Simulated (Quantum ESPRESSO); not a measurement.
The system is SrO.

```
Sr O
1.0
     0.00000    2.56630    2.56630
     2.56630    0.00000    2.56630
     2.56630    2.56630    0.00000
Sr O
1 1
Direct
  0.50000 0.50000 0.50000
  0.00000 0.00000 0.00000
```

Base run:

- Program: Quantum ESPRESSO 7.5
- Functional: PBE
- Potentials or basis: GBRV 1.5 PBE
- Cutoff: 612 eV
- Density cutoff: 4898 eV
- k mesh: 6 × 6 × 6, shifted
- Occupations: fermi-dirac, width 0.05 eV
- Spin: no spin polarisation

Its results: pressure 3.4 GPa; electronic dielectric tensor (diagonal) 3.79.

**Question.** After a change of settings the same cell gave: pressure 6.4 GPa; electronic dielectric tensor (diagonal) 3.68. Which change was it?
A. functional from PBE to PBEsol; potentials or basis from GBRV 1.5 PBE to GBRV 1.5 PBEsol
B. functional from PBE to WC
C. functional from PBE to BLYP
D. functional from PBE to AM05

**Answer.** C.

BLYP binds less tightly than PBE, so the same cell stands under more pressure.

Caveats: the cell is more than 3 GPa from zero pressure, which shifts response properties; the potentials were made for another functional, which shifts forces and pressure (some runs).
